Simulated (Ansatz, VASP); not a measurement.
# One calculation of Ni, two programs

```xyz
1
Lattice="-1.4788 1.4788 1.4788 1.4788 -1.4788 1.4788 1.4788 1.4788 -1.4788" Properties=species:S:1:pos:R:3 pbc="T T T"
Ni    0.0000    0.0000    0.0000
```

Alike in both runs: task single point; functional BLYP; k mesh 17 × 17 × 17; occupations fermi-dirac, width 0.05 eV; collinear spin.

|  | VASP | Ansatz |
| --- | --- | --- |
| version | VASP 6.6.1 | Ansatz 0.2.0 |
| potentials or method | VASP PAW PBE potentials, release 64 (Ni) | plane waves (420 eV) with PAW, scalar-relativistic |
| plane-wave cutoff (eV) | 520 | 420 |
| valence electrons in the cell | 10 | 18 |

|  | VASP | Ansatz | Ansatz less VASP |
| --- | --- | --- | --- |
| pressure (GPa) | -14.0 | -13.9 | +0.10 |
| net moment per atom (μB) | 0.60 | 0.62 | +0.016 |
| size of the moment on the site where the two differ most (μB) | 0.61 | 0.65 | +0.033 |

Site moments also hang on the region over which each program counts them. The functional is the same, so the differences come from potentials, cutoffs and numerics. The two sets of potentials don't hold the same shells in valence.

Caveats: the PAW data sets were made with another functional, which shifts forces and pressure a little (VASP).
